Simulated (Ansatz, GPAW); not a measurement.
This is a calculation of BAs for Ansatz 0.2.0. 

Contents of input.yaml:

```yaml
crystal:
  lattice:
    - [0.0, 2.3885, 2.3885]
    - [2.3885, 0.0, 2.3885]
    - [2.3885, 2.3885, 0.0]
  atoms:
    - { symbol: As, position: [0.75, 0.75, 0.75] }
    - { symbol: B, position: [0.0, 0.0, 0.0] }
kpoints:
  mp_grid: { grid: [10, 10, 10] }
scf:
  occupations: { method: gaussian, width: 0.019 }
hamiltonian:
  xc: pbe
  pseudopotentials: { kind: all_electron, lapw: { basis_error: 0.001 } }
output:
  forces: true
  stress: true
  eigenvalues: true
```

Potentials or basis: all-electron LAPW, scalar-relativistic.

The run is started by

```sh
$ ansatz run input.yaml --threads 1 --pin off --max-ram 3072MiB --backend cpu --events-out ev --progress --plain --runs-dir out
```

Task: Translate it to GPAW 26.7.0 (ASE script). Potentials or basis there: GPAW PAW data sets (gpaw-data 1.2.1), cutoff 800 eV.

Result: As run (cutoffs and basis follow the program's own potentials, and thresholds, step limits or extra output files can differ):

The input run.py:

```python
from ase.dft.bandgap import bandgap
from ase.io import read, write
from ase.units import GPa
from gpaw import GPAW, PW

atoms = read('POSCAR')

calc = GPAW(mode=PW(800),
            xc='PBE',
            kpts={'size': (10, 10, 10), 'gamma': True},
            occupations={'name': 'methfessel-paxton', 'order': 0, 'width': 0.019000000000000003},
            nbands=11,
            convergence={'density': 1e-05, 'energy': 1e-05},
            maxiter=150,
            txt='gpaw.txt')
atoms.calc = calc
energy = atoms.get_potential_energy()
forces = atoms.get_forces()
stress = atoms.get_stress()
calc.write('gs.gpw')
write('result.traj', atoms)
print(f'Energy: {energy:.6f} eV')
print('Forces (eV/A):')
print(forces.round(4))
print('Stress (GPa):', (stress / GPa).round(3))
print('Fermi level:', round(calc.get_fermi_level(), 4), 'eV')
print(f'Gap: {bandgap(calc)[0]:.4f} eV, direct: {bandgap(calc, direct=True)[0]:.4f} eV')
```

The input POSCAR:

```
BAs
1.0
    0.0000000000      2.3885000000      2.3885000000
    2.3885000000      0.0000000000      2.3885000000
    2.3885000000      2.3885000000      0.0000000000
As B
1 1
Direct
    0.7500000000      0.7500000000      0.7500000000
    0.0000000000      0.0000000000      0.0000000000
```

Potentials or basis: GPAW PAW data sets (gpaw-data 1.2.1), pw.

Run with:

```sh
$ OMP_NUM_THREADS=1 python run.py
```

Both were run:

|  | Ansatz | GPAW |
| --- | --- | --- |
| Pressure | 2.7 GPa | 3.3 GPa |

Where Ansatz's input types no cutoff or centring, it takes its own default and a Γ-centred mesh.

Pressure is positive in compression.
